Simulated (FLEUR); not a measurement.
The system is AgCl (Chlorargyrite).

```
CELL_PARAMETERS angstrom
0.00000 2.73500 2.73500
2.73500 0.00000 2.73500
2.73500 2.73500 0.00000
ATOMIC_POSITIONS crystal
Ag 0.00000 0.00000 0.00000
Cl 0.50000 0.50000 0.50000
```

Base run:

```yaml
Program: FLEUR MaX-R8.1 (later development tree)
Functional: RPBE
Potentials_or_basis: all-electron
Basis: FLAPW
Kmax: 4.78 1/bohr
k_mesh: 8 × 8 × 8
Occupations: fermi-dirac, width 0.05 eV
Spin: no spin polarisation
```

Its results: band gap on the k mesh 1.26 eV, indirect (least direct gap 3.62 eV).

Question: The run is repeated on the same cell with these changes: functional from RPBE to AM05. What comes out?

Answer: Band gap on the k mesh 0.85 eV, indirect (least direct gap 3.29 eV).
